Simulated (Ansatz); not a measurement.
# Sn2Ge: the band gap up the ladder of functionals

The task here is to estimate one member of a computed series from the others.

Program: Ansatz 0.2.0. PAW datasets, plane waves. (Calculated; spin-unpolarised; the phase may be known or hypothetical.)

### The structure to begin with

The cell was relaxed beforehand with r2SCAN.

Space group P-3m1 (No. 164), trigonal; conventional cell a = 4.455 Å, c = 10.932 Å, 31.31 Å³ an atom. Around Ge lie 3 Ge at 2.66 Å and 1 Sn at 2.66 Å; around Sn lie 1 Ge at 2.66 Å and 3 Sn at 2.78 Å; around Sn lie 4 Sn at 2.78–2.82 Å.

The structure in full:

```xyz
6
Lattice="4.4546 0.0000 0.0000 -2.2273 3.8578 0.0000 0.0000 0.0000 10.9319" Properties=species:S:1:pos:R:3 pbc="T T T"
Ge    2.2273    1.2859    5.8044
Sn    0.0000    2.5719    2.4667
Sn    0.0000    0.0000    9.5213
Ge    0.0000    2.5719    5.1274
Sn    0.0000    0.0000    1.4106
Sn    2.2273    1.2859    8.4652
```

The first run:

File input.yaml:

```yaml
crystal:
  lattice:
    - [4.454587806, 0.0, 0.0]
    - [-2.227293903, 3.8577862034, 0.0]
    - [0.0, 0.0, 10.9318868037]
  atoms:
    - { symbol: Ge, position: [0.6666666667, 0.3333333333, 0.5309644901] }
    - { symbol: Sn, position: [0.3333333333, 0.6666666667, 0.2256414821] }
    - { symbol: Sn, position: [0.0, 0.0, 0.8709647701] }
    - { symbol: Ge, position: [0.3333333333, 0.6666666667, 0.4690355099] }
    - { symbol: Sn, position: [0.0, 0.0, 0.1290352299] }
    - { symbol: Sn, position: [0.6666666667, 0.3333333333, 0.7743585179] }
kpoints:
  mp_grid: { grid: [6, 6, 2] }
  band_path:
    path:
      - [[0.0, 0.0, 0.0], [0.5, -1.038544453861e-17, -6.64329633784e-33], [0.3333333333333, 0.3333333333333, -1.563477687991e-32], [0.0, 0.0, 0.0], [1.25537724729e-50, -2.252765087317e-50, 0.5], [0.5, -1.038544453861e-17, 0.5], [0.3333333333333, 0.3333333333333, 0.5], [1.25537724729e-50, -2.252765087317e-50, 0.5]]
      - [[0.5, -1.038544453861e-17, 0.5], [0.5, -1.038544453861e-17, -6.64329633784e-33]]
      - [[0.3333333333333, 0.3333333333333, 0.5], [0.3333333333333, 0.3333333333333, -1.563477687991e-32]]
    npoints: 10
hamiltonian:
  xc: pbe
scf:
  occupations: { method: fermi_dirac, width: 0.02 }
  n_extra_bands: 5
output:
  forces: true
  stress: true
  eigenvalues: true
```

Launch:

```console
$ ansatz run input.yaml --threads 4 --pin off --max-ram 6451MiB --backend cpu --events-out ev --progress --plain --runs-dir out
```

Steps of the session up to this table: Band structure with PBE; Single point with r2SCAN; Single point with HSE06; PBE+SOC.

One table of the session follows, with a row left open; its other results are not shown here.

| level | gap (eV) |
| --- | --- |
| PBE | -0.52 |
| r2SCAN | -0.36 |
| HSE06 | ? |
| PBE+SOC | -0.52 |

**Question.** Estimate the row for HSE06.

The run gave: gap (eV): -0.33. In the column «gap (eV)» it is the highest.

In words: No level opens a gap.

To keep in mind: Warnings in the runs' records: stress exchange threshold loose, stress scf threshold loose, filled band counts differ across k points.
